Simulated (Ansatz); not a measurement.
# MoS2: deformation potentials from a series

```
CELL_PARAMETERS angstrom
3.16100 0.00000 0.00000
-1.58050 2.73751 0.00000
0.00000 0.00000 12.29500
ATOMIC_POSITIONS crystal
Mo 0.33333 0.66667 0.25000
Mo 0.66667 0.33333 0.75000
S 0.33333 0.66667 0.62750
S 0.66667 0.33333 0.12750
S 0.33333 0.66667 0.87250
S 0.66667 0.33333 0.37250
```

Atom numbers follow the list: Mo1, Mo2, S3, S4, S5, S6.

The geometry is COD entry 9007660, unchecked; take it as a test cell.

Level of theory: DFT, PBE, all-electron LAPW, scalar-relativistic (Ansatz 0.2.0).

Numerical set-up: a Γ-centred 10×10×3 k mesh, Fermi–Dirac smearing of 0.03 eV, basis error target 1 meV/atom, no spin polarisation.

The cell is scaled evenly. Fractional coordinates are held (clamped ions).

Only quantities that a quadratic follows smoothly over the whole series are listed; rougher ones are left out.

```
ln(V/Vcell)  direct gap at Γ (eV)  smallest gap on mesh and path (eV)
    -0.0619                 2.043                               0.702
    -0.0408                 2.023                               0.708
    -0.0101                 1.991                               0.715
     0.0000                 1.981                               0.717
     0.0100                 1.970                               0.718
     0.0198                 1.959                               0.719
     0.0392                 1.937                               0.720
     0.0583                 1.914                               0.721
```

Fit the series and give the slopes at zero strain.

Least-squares fits y = p0 + p1 x + p2 x² to the rows give direct gap at Γ (eV): p1 = -1.08, p2 = -1.1; smallest gap on mesh and path (eV): p1 = 0.151, p2 = -1.4. So dEg/dln V = -1.1 eV for the direct gap at Γ, which isn't the fundamental gap here: that one has dEg/dln V = 0.2 eV. Semilocal gaps are too small, but their slopes carry over better.

One run, at ln(V/Vcell) = -0.0202, is withheld. Predict its row.

The fits give 2.002, 0.713; the run gave 2.002, 0.713.
